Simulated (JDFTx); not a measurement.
Crystal: FeO (Wuestite).

```
Fe O
1.0
     0.00000    2.15540    2.15540
     2.15540    0.00000    2.15540
     2.15540    2.15540    0.00000
Fe O
1 1
Direct
  0.00000 0.00000 0.00000
  0.50000 0.50000 0.50000
```

* Program: JDFTx 1.7.0 (patched build)
* Task: single point
* Functional: PBEsol
* Potentials or basis: PseudoDojo-SR-PBEsol-0.4.1-standard with smoothed tails
* Cutoff: 1225 eV
* Density cutoff: 9796 eV
* k mesh: 11 × 11 × 11
* Occupations: fermi-dirac, width 0.05 eV
* Spin: collinear spin, ferromagnetic start
* Starting moments: [3.0, 0.0] μB

On this cell: pressure -9.2 GPa; largest force zero by symmetry; net moment 4.00 μB per cell; site moments Fe +3.63; O +0.38 μB; band gap on the k mesh none (metal or under the smearing width).

The same run follows on a disturbed copy (atoms moved at random, drawn with an rms of 0.05 Å):

```
Fe O
1.0
     0.00000    2.15540    2.15540
     2.15540    0.00000    2.15540
     2.15540    2.15540    0.00000
Fe O
1 1
Direct
  0.01050 0.99977 0.02106
  0.51406 0.51299 0.49061
```

Task: What does the disturbed cell give?

Result: The energy (extrapolated to zero smearing) moves by +3.7 meV/atom; pressure -8.7 GPa; largest force 0.190 eV/Å; net moment 4.00 μB per cell; site moments Fe +3.63; O +0.38 μB; band gap on the k mesh none (metal or under the smearing width).

Forces in eV/Å, atoms in the order of the input:
```
Fe  -0.089 -0.144  0.087
O    0.089  0.143 -0.087
```

Stress tensor (GPa, compression positive):
```
-8.88 -0.14  0.08
-0.14 -8.35  0.13
 0.08  0.13 -8.90
```

Caveats: a cell with one magnetic atom can't hold antiferromagnetic order, which such compounds often take; semilocal functionals often make such compounds metallic where correlation or magnetic order opens a gap, which also shifts bond lengths.
